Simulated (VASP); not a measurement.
**TiO2: from the relaxed cell to its vibrations**

What lattice, stiffness and vibrations does TiO2 have at one level of theory? The starting structure is a measured crystal structure from the Crystallography Open Database. All runs use LDA.

Program: VASP 6.6.1. Level of theory: Kohn-Sham DFT with plane waves and PAW; LDA. Results are calculated unless marked as measured.

## Step 1: Starting point

The structure is tetragonal, space group P4_2/mnm (No. 136). Conventional cell: a = 4.589 Å, b = 4.589 Å, c = 2.958 Å, α = 90.00°, β = 90.00°, γ = 90.00°. Ti has 6 O at 1.96 Å nearest. Nearest to O lie 3 Ti at 1.96 Å. Farther neighbours and most contacts between anions are not listed.

As a file:

```
Ti O
1.0
     4.58878    0.00000    0.00000
     0.00000    4.58878    0.00000
     0.00000    0.00000    2.95756
Ti O
2 4
Direct
  0.50000 0.50000 0.50000
  0.00000 0.00000 0.00000
  0.80233 0.19767 0.50000
  0.69767 0.69767 0.00000
  0.19767 0.80233 0.50000
  0.30233 0.30233 0.00000
```

## Step 2: Relaxation

This run starts from the cell of an earlier relaxation, which isn't shown; the restart sets up the plane waves anew.

The input, INCAR:

```
SYSTEM = TiO2
PREC = Accurate
ENCUT = 560
EDIFF = 1E-07
NELM = 100
ISMEAR = 0
SIGMA = 0.03
LREAL = .FALSE.
ALGO = Normal
GGA = CA
NBANDS = 30
LASPH = .TRUE.
LORBIT = 11
LWAVE = .FALSE.
LCHARG = .FALSE.
KPAR = 8
IBRION = 2
NSW = 50
ISIF = 3
EDIFFG = -0.002
```

The input, POSCAR:

```
TiO2
1.0
    4.5536995037      0.0000000000      0.0000000000
    0.0000000000      4.5536995037      0.0000000000
    0.0000000000      0.0000000000      2.9223670634
Ti O
2 4
Direct
    0.5000000000      0.5000000000      0.5000000000
    0.0000000000      0.0000000000      0.0000000000
    0.8038510438      0.1961489562      0.5000000000
    0.6961489562      0.6961489562      0.0000000000
    0.1961489562      0.8038510438      0.5000000000
    0.3038510438      0.3038510438      0.0000000000
```

The input, KPOINTS:

```
Automatic mesh
0
Gamma
6 6 8
0 0 0
```

The projector-augmented-wave data sets are Ti_sv and O (LDA family, release 64).

The run is started by

```bash
> mpirun -np 8 vasp_std
```

What it wrote:

```text
[banner, memory and clock lines left out]
running    8 mpi-ranks, on    1 nodes
 distrk:  each k-point on    1 cores,    8 groups
 distr:  one band on    1 cores,    1 groups

 POSCAR found type information on POSCAR TiO
 POSCAR found :  2 types and       6 ions
|                                                                             |
|           W    W    AA    RRRRR   N    N  II  N    N   GGGG   !!!           |
|           W    W   A  A   R    R  NN   N  II  NN   N  G    G  !!!           |
|           W    W  A    A  R    R  N N  N  II  N N  N  G       !!!           |
|           W WW W  AAAAAA  RRRRR   N  N N  II  N  N N  G  GGG   !            |
|           WW  WW  A    A  R   R   N   NN  II  N   NN  G    G                |
|           W    W  A    A  R    R  N    N  II  N    N   GGGG   !!!           |
|                                                                             |
|     For optimal performance we recommend to set                             |
|       NCORE = 2 up to number-of-cores-per-socket                            |
|     NCORE specifies how many cores store one orbital (NPAR=cpu/NCORE).      |
|     This setting can greatly improve the performance of VASP for DFT.       |
|     The default, NCORE=1 might be grossly inefficient on modern             |
|     multi-core architectures or massively parallel machines. Do your        |
|     Unfortunately you need to use the default for GW and RPA                |
|     calculations (for HF NCORE is supported but not extensively tested      |
|     yet).                                                                   |
|                                                                             |

 LDA part: xc-table for (Slater(with rela. corr.)+CA(PZ))
 , standard interpolation
 POSCAR, INCAR and KPOINTS ok, starting setup
 FFT: planning ... GRIDC
 FFT: planning ... GRID_SOFT
 FFT: planning ... GRID
 WAVECAR not read
 entering main loop
       N       E                     dE             d eps       ncg     rms          rms(c)
DAV:   1     0.682289449360E+03    0.68229E+03   -0.25886E+04  3000   0.199E+03
DAV:   2     0.366362554379E+02   -0.64565E+03   -0.61429E+03  3206   0.571E+02
DAV:   3    -0.704692865301E+02   -0.10711E+03   -0.10362E+03  4514   0.207E+02
DAV:   4    -0.753813954297E+02   -0.49121E+01   -0.49054E+01  4070   0.447E+01
DAV:   5    -0.755703599642E+02   -0.18896E+00   -0.18892E+00  4050   0.739E+00    0.319E+01
DAV:   6    -0.594411594267E+02    0.16129E+02   -0.98713E+01  3656   0.976E+01    0.118E+01
DAV:   7    -0.590493626688E+02    0.39180E+00   -0.14883E+01  3590   0.328E+01    0.852E+00
DAV:   8    -0.589442995128E+02    0.10506E+00   -0.34061E+00  3522   0.187E+01    0.397E+00
DAV:   9    -0.587773084520E+02    0.16699E+00   -0.10404E+00  3534   0.985E+00    0.104E+00
DAV:  10    -0.587857844197E+02   -0.84760E-02   -0.91361E-02  3744   0.243E+00    0.455E-01
DAV:  11    -0.587823485041E+02    0.34359E-02   -0.13582E-02  3794   0.828E-01    0.723E-02
DAV:  12    -0.587825256045E+02   -0.17710E-03   -0.14227E-03  3192   0.427E-01    0.155E-01
DAV:  13    -0.587823091957E+02    0.21641E-03   -0.70740E-04  3672   0.281E-01    0.283E-02
DAV:  14    -0.587823074496E+02    0.17460E-05   -0.47220E-05  3774   0.580E-02    0.969E-03
DAV:  15    -0.587823081300E+02   -0.68040E-06   -0.39663E-06  3526   0.157E-02    0.268E-03
DAV:  16    -0.587823080692E+02    0.60822E-07   -0.32840E-07  2860   0.486E-03
   1 F= -.58782308E+02 E0= -.58782308E+02  d E =-.587823E+02
 curvature:   0.00 expect dE= 0.000E+00 dE for cont linesearch  0.000E+00
 trial: gam= 0.00000 g(F)=  0.574E-06 g(S)=  0.118E-05 ort = 0.000E+00 (trialstep = 0.100E+01)
 search vector abs. value=  0.175E-05
 reached required accuracy - stopping structural energy minimisation
```

It took 19 s on 8 MPI ranks of Intel Xeon Platinum 8488C (Sapphire Rapids), shared host; peak memory 1.7 GiB; 2.4 min of CPU time.

The logs omit lines about the potential files and the build; timing stands in the text.

From OUTCAR (step 2):

```text
ion  position               nearest neighbor table
   1  0.500  0.500  0.500-   4 1.93   6 1.93   4 1.93   6 1.93   5 1.96   3 1.96
   2  0.000  0.000  0.000-   3 1.93   5 1.93   3 1.93   5 1.93   4 1.96   6 1.96
   3  0.804  0.196  0.500-   2 1.93   2 1.93   1 1.96
   4  0.696  0.696  0.000-   1 1.93   1 1.93   2 1.96
   5  0.196  0.804  0.500-   2 1.93   2 1.93   1 1.96
   6  0.304  0.304  0.000-   1 1.93   1 1.93   2 1.96

  LATTYP: Found a simple tetragonal cell.
 ALAT       =     4.5536995037
 C/A-ratio  =     0.6417566774

 Subroutine GETGRP returns: Found 16 space group operations
 (whereof  8 operations were pure point group operations)

The static configuration has the point symmetry D_2h.
 The point group associated with its full space group is D_4h.

 Found     50 irreducible k-points:

   k-points           NKPTS =     50   k-points in BZ     NKDIM =     50   number of bands    NBANDS=     30

   dimension x,y,z NGX =    36 NGY =   36 NGZ =   24
   dimension x,y,z NGXF=    72 NGYF=   72 NGZF=   48

   ENCUT  =  560.0 eV  41.16 Ry    6.42 a.u.   8.79  8.79  5.64*2*pi/ulx,y,z

   NELECT =      48.0000    total number of electrons

 k-points in reciprocal lattice and weights: Automatic mesh
   0.00000000  0.00000000  0.00000000       0.003
   0.16666667  0.00000000  0.00000000       0.014
   0.33333333  0.00000000  0.00000000       0.014
   0.50000000  0.00000000  0.00000000       0.007
   0.16666667  0.16666667  0.00000000       0.014
   0.33333333  0.16666667  0.00000000       0.028
   0.50000000  0.16666667  0.00000000       0.014
   0.33333333  0.33333333  0.00000000       0.014
   0.50000000  0.33333333  0.00000000       0.014
[...]
0.50000000  0.33333333  0.50000000       0.014
   0.50000000  0.50000000  0.50000000       0.003

 average (electrostatic) potential at core
       1 -75.9232       2 -75.9232       3 -70.1981       4 -70.1981       5 -70.1981
       6 -70.1981

 E-fermi :   5.0636

 k-point     1 :       0.0000    0.0000    0.0000
  band No.  band energies     occupation
    ...
     20       2.8603      2.00000
     21       4.1783      2.00000
     22       4.4015      2.00000
     23       4.4015      2.00000
     24       4.8778      2.00000
     25       6.6914      0.00000
     26       6.9718      0.00000
     27       7.2757      0.00000
     28       7.3901      0.00000
     29       7.3901      0.00000
    ...

 k-point     2 :       0.1667    0.0000    0.0000
  band No.  band energies     occupation
    ...
     20       2.8685      2.00000
     21       3.8833      2.00000
     22       3.9872      2.00000
     23       4.1686      2.00000
     24       4.7726      2.00000
     25       6.8548      0.00000
     26       7.1785      0.00000
     27       7.4938      0.00000
     28       7.5105      0.00000
     29       7.5596      0.00000
    ...

 k-point     3 :       0.3333    0.0000    0.0000
  band No.  band energies     occupation
    ...
     20       2.7729      2.00000
     21       2.9473      2.00000
     22       3.5753      2.00000
     23       3.9399      2.00000
     24       4.4548      2.00000
     25       7.1686      0.00000
     26       7.4184      0.00000
     27       7.7801      0.00000
     28       7.8622      0.00000
     29       7.9722      0.00000
    ...

  Total        0.0078809      0.0078809      0.0047108      0.0000000      0.0000000      0.0000000
  in kB        0.2083634      0.2083634      0.1245494      0.0000000      0.0000000      0.0000000
  external PRESSURE =       0.1804254 kB  Pullay stress =       0.0000000 kB

  energy-cutoff  :      560.00
  volume of cell :       60.60
      direct lattice vectors                 reciprocal lattice vectors
     4.553699504  0.000000000  0.000000000     0.219601667  0.000000000  0.000000000
     0.000000000  4.553699504  0.000000000     0.000000000  0.219601667  0.000000000
     0.000000000  0.000000000  2.922367063     0.000000000  0.000000000  0.342188362

 POSITION                                       TOTAL-FORCE (eV/Angst)
 -----------------------------------------------------------------------------------
      2.27685      2.27685      1.46118         0.000000      0.000000      0.000000
      0.00000      0.00000      0.00000         0.000000      0.000000      0.000000
      3.66050      0.89320      1.46118         0.001219     -0.001219      0.000000
      3.17005      3.17005      0.00000        -0.001219     -0.001219      0.000000
      0.89320      3.66050      1.46118        -0.001219      0.001219     -0.000000
      1.38365      1.38365      0.00000         0.001219      0.001219     -0.000000
 -----------------------------------------------------------------------------------
    total drift:                               -0.000000      0.000000      0.000000

  FREE ENERGIE OF THE ION-ELECTRON SYSTEM (eV)
  ---------------------------------------------------
  free  energy   TOTEN  =       -58.7823080692 eV

  energy  without entropy=      -58.7823080692  energy(sigma->0) =      -58.78230807

 reached required accuracy - stopping structural energy minimisation

 total charge
# of ion       s       p       d       tot
------------------------------------------
    1        2.234   6.329   1.780  10.343
    2        2.234   6.329   1.780  10.343
    3        1.560   3.494   0.000   5.054
    4        1.560   3.494   0.000   5.054
    5        1.560   3.494   0.000   5.054
    6        1.560   3.494   0.000   5.054
--------------------------------------------------
tot         10.710  26.633   3.559  40.903

[... 3 further parts left out ...]
```

CONTCAR:

```
TiO2
   1.00000000000000
     4.5536995036999999    0.0000000000000000    0.0000000000000000
     0.0000000000000000    4.5536995036999999    0.0000000000000000
     0.0000000000000000    0.0000000000000000    2.9223670633999999
  Ti              O
     2     4
Direct
     0.5000000000000000    0.5000000000000000    0.5000000000000000
     0.0000000000000000    0.0000000000000000    0.0000000000000000
     0.8038510438000017    0.1961489561999983    0.5000000000000000
     0.6961489561999983    0.6961489561999983    0.0000000000000000
     0.1961489561999983    0.8038510438000017    0.5000000000000000
     0.3038510438000017    0.3038510438000017    0.0000000000000000
```

The run keeps the 16 symmetry operations of its start, so it cannot find a distortion of lower symmetry.

The relaxed cell holds 10.100 Å³ an atom, with a = 4.554 Å (-0.8 % against the database cell) and c = 2.922 Å (-1.2 % against the database cell). Pressures at 0.985 and 1.015 times this volume, from two more relaxations that aren't shown, give a bulk modulus of 242.7 GPa.

## Step 3: Elastic constants

The input, INCAR:

```
SYSTEM = TiO2
PREC = Accurate
ENCUT = 800
EDIFF = 1E-08
NELM = 100
ISMEAR = 0
SIGMA = 0.03
LREAL = .FALSE.
ALGO = Normal
GGA = CA
NBANDS = 30
LASPH = .TRUE.
LORBIT = 11
LWAVE = .FALSE.
LCHARG = .FALSE.
KPAR = 8
IBRION = 6
NFREE = 2
POTIM = 0.015
ISIF = 3
NSW = 1
```

POSCAR is that of step 2.

The input, KPOINTS:

```
Automatic mesh
0
Gamma
6 6 10
0 0 0
```

The run is started by

```bash
> mpirun -np 8 vasp_std
```

What it wrote:

```text
[banner, memory and clock lines left out]
running    8 mpi-ranks, on    1 nodes
[...]
[... a notice as in an earlier step ...]

 LDA part: xc-table for (Slater(with rela. corr.)+CA(PZ))
 , standard interpolation
 POSCAR, INCAR and KPOINTS ok, starting setup
[...]
entering main loop
       N       E                     dE             d eps       ncg     rms          rms(c)
DAV:   1     0.773770594808E+03    0.77377E+03   -0.31901E+04  3600   0.256E+03
DAV:   2     0.627128596568E+02   -0.71106E+03   -0.67596E+03  3732   0.660E+02
DAV:   3    -0.692956595553E+02   -0.13201E+03   -0.12719E+03  5374   0.232E+02
DAV:   4    -0.753539762276E+02   -0.60583E+01   -0.60488E+01  5046   0.527E+01
[...]
DAV:  15    -0.588087385149E+02   -0.69390E-06   -0.39436E-06  4280   0.149E-02    0.267E-03
DAV:  16    -0.588087384699E+02    0.45046E-07   -0.36070E-07  4770   0.452E-03    0.183E-03
DAV:  17    -0.588087384679E+02    0.19809E-08   -0.77915E-08  3806   0.239E-03
   1 F= -.58808738E+02 E0= -.58808738E+02  d E =-.517174E-30
[...]
2 F= -.58795060E+02 E0= -.58795060E+02  d E =-.165308E-49
   3 F= -.58793752E+02 E0= -.58793752E+02  d E =-.100323E-32
   4 F= -.58795060E+02 E0= -.58795060E+02  d E =-.165698E-49
   5 F= -.58793752E+02 E0= -.58793752E+02  d E =-.101799E-32
   6 F= -.58786590E+02 E0= -.58786590E+02  d E =-.655677E-30
   7 F= -.58784339E+02 E0= -.58784339E+02  d E =-.965611E-11
   8 F= -.58798220E+02 E0= -.58798220E+02  d E =-.355680E-19
   9 F= -.58798220E+02 E0= -.58798220E+02  d E =-.355022E-19
  10 F= -.58802063E+02 E0= -.58802063E+02  d E =-.267795E-19
  11 F= -.58802063E+02 E0= -.58802063E+02  d E =-.268017E-19
  12 F= -.58802063E+02 E0= -.58802063E+02  d E =-.350542E-19
  13 F= -.58802063E+02 E0= -.58802063E+02  d E =-.350916E-19
  14 F= -.58806808E+02 E0= -.58806808E+02  d E =-.105325E-18
  15 F= -.58806808E+02 E0= -.58806808E+02  d E =-.105682E-18
  16 F= -.58808535E+02 E0= -.58808535E+02  d E =-.201880E-19
  17 F= -.58808535E+02 E0= -.58808535E+02  d E =-.200393E-19
  18 F= -.58807424E+02 E0= -.58807424E+02  d E =-.146618E-20
  19 F= -.58807323E+02 E0= -.58807323E+02  d E =-.113849E-17
  20 F= -.58807758E+02 E0= -.58807758E+02  d E =-.276427E-19
  21 F= -.58807758E+02 E0= -.58807758E+02  d E =-.273872E-19
 Finite differences progress:
  Degree of freedom:  10/ 10
  Displacement:        2/  2
  Total:              20/ 20
```

Wall time 14 min (8 MPI ranks); peak memory 5.6 GiB; 1.9 h of CPU time.

From OUTCAR (step 3):

```text
  Total        0.0298257      0.0298257      0.0227706     -0.0024006      0.0921266     -0.0921267
  in kB        0.7885651      0.7885651      0.6020348     -0.0634692      2.4357468     -2.4357483
  external PRESSURE =       0.7263883 kB  Pullay stress =       0.0000000 kB

 POSITION                                       TOTAL-FORCE (eV/Angst)
 -----------------------------------------------------------------------------------
      2.27685      2.27685      1.46118        -0.001035      0.001035      0.003310
      0.00000      0.00000      0.00000         0.003362     -0.003362     -0.013810
      3.66050      0.89320      1.44618         0.000256     -0.000256      0.130950
      3.17005      3.17005      0.00000        -0.003540     -0.003756     -0.031129
      0.89320      3.66050      1.46118        -0.002798      0.002798     -0.058192
      1.38365      1.38365      0.00000         0.003756      0.003540     -0.031129
 -----------------------------------------------------------------------------------
    total drift:                                0.000062     -0.000068     -0.000385

  FREE ENERGIE OF THE ION-ELECTRON SYSTEM (eV)
  ---------------------------------------------------
  free  energy   TOTEN  =       -58.8077578551 eV

  energy  without entropy=      -58.8077578551  energy(sigma->0) =      -58.80775786

[... 3 further parts left out ...]
[key lines of the parts left out:]
E-fermi :   5.0502
```

The last energy, forces and stress in OUTCAR belong to the last displaced cell, not to that of POSCAR.

The elastic tensor has C11 = 298.0, C12 = 222.2, C44 = 125.3 GPa, among others; its Hill averages are a bulk modulus of 247.5 and a shear modulus of 114.7 GPa.

(Part 1 of 2 ends here.)

[Lines on the potential files, build, host, timing and source positions are cut from VASP's logs without a mark.]

[Logs are printed without paths, hosts, clocks, repeated set-up lines and the standing remarks that a program may print on its own settings, such as how far it seeks lower states.]

[Hosts, paths, dates, database ids (printed as entryN), source tags and the programs' standing remarks are cut or masked in the printed files.]
